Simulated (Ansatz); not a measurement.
BaSnO$_{3}$ (cubic perovskite, space group No. 221), a = 4.176 Å, b = 4.176 Å, c = 4.176 Å, α = 90.00°, β = 90.00°, γ = 90.00°.

Relaxed with PBE.

Question: Give the optical modes at the zone centre with their infrared activity from DFPT, plane-wave PAW PBE (Ansatz code).

Answer: Transverse frequencies, without the LO–TO term; a row sums one degenerate level.

```tsv
ω (cm⁻¹)	degeneracy	IR ((D/Å)²/amu)	activity	symmetry
114	3	11.84	IR	T1u
194	3	0.00	IR-inactive	T2u
214	3	42.61	IR	T1u
568	3	46.18	IR	T1u
```

Question: How high does the top mode go among those that the LO–TO term moves?

Answer: 662 cm⁻¹ for q along x.

Space group Pm-3m (cubic perovskite). The cell was relaxed with PBE under the symmetry of its start. At this level the phase is dynamically unstable (imaginary phonons). Scalar-relativistic: spin–orbit coupling is off unless named, which matters more the heavier the elements.

Potentials: the later of the program's two PAW sets.
